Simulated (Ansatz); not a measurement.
# WS2: the cost of one run

Method: DFT PBEsol+D3(BJ), scalar-relativistic, plane waves, PAW, in Ansatz 0.2.0.

The COD entry's cell or inner coordinates are ideal or old and differ from later refinements, so a difference from it is no clean test against experiment.

## 1. The structure to begin with

Symmetry: P6_3/mmc, No. 194, hexagonal system. The conventional cell has a = 3.115 Å, b = 3.115 Å, c = 11.772 Å, α = 90.00°, β = 90.00°, γ = 120.00°. Around W (site symmetry -6m2) lie 6 S at 2.39 Å. S (site symmetry 3m) is surrounded by 3 W at 2.39 Å.

Structure file:

```cif
data_structure
_symmetry_space_group_name_H-M 'P 1'
_symmetry_Int_Tables_number 1
_cell_length_a 3.1147
_cell_length_b 3.1147
_cell_length_c 11.7722
_cell_angle_alpha 90.000
_cell_angle_beta 90.000
_cell_angle_gamma 120.000
_cell_volume 98.91
loop_
_atom_site_label
_atom_site_type_symbol
_atom_site_fract_x
_atom_site_fract_y
_atom_site_fract_z
_atom_site_occupancy
W1 W 0.33333 0.66667 0.25000 1
W2 W 0.66667 0.33333 0.75000 1
S1 S 0.33333 0.66667 0.61645 1
S2 S 0.66667 0.33333 0.11645 1
S3 S 0.33333 0.66667 0.88355 1
S4 S 0.66667 0.33333 0.38355 1
```

It is the result of an earlier relaxation at this level (volume 16.48 Å³/atom; gap on the mesh: 0.66 eV).

## 2. The reference cell

Reference values: F = -24060.5560 eV; pressure 0.00 GPa; largest force 0.000 eV/Å; gap on the mesh 0.66 eV. It was computed beforehand with the settings of the runs below.

## 3. Next: rattled cells

All atoms are moved at random with no net shift, in some cells together with a random strain.

## 4. Point rms move = 0.052 Å

The input, input.yaml:

```yaml
crystal:
  lattice:
    - [3.1737941137, 0.0764284046, -0.0191285079]
    - [-1.5207081168, 2.742404995, 0.0370674469]
    - [-0.0722970214, 0.1200305495, 11.6897870022]
  atoms:
    - { symbol: W, position: [0.3239036068, 0.6627818106, 0.2488454141] }
    - { symbol: W, position: [0.6716350225, 0.3450942574, 0.7499656973] }
    - { symbol: S, position: [0.3263542648, 0.6571844121, 0.6110853447] }
    - { symbol: S, position: [0.6755062915, 0.3446407809, 0.122100851] }
    - { symbol: S, position: [0.3282560463, 0.6664963878, 0.8815476464] }
    - { symbol: S, position: [0.6743447681, 0.3238023512, 0.3864550466] }
basis:
  ecutwfc: 420
kpoints:
  mp_grid: { grid: [12, 12, 4] }
hamiltonian:
  xc: pbesol
  dispersion: d3bj
scf:
  occupations: { method: gaussian, width: 0.05 }
output:
  forces: true
  stress: true
  eigenvalues: true
```

Run with:

```sh
$ ansatz run input.yaml --threads 1 --pin off --max-ram 2560MiB --backend cpu --events-out ev --progress --plain --runs-dir out
```

What time and memory should one allow on 1 thread of Intel Xeon Platinum 8259CL at 2.50GHz (Skylake/Cascade Lake), shared host?

About 62 s, with a peak of 0.94 GiB.
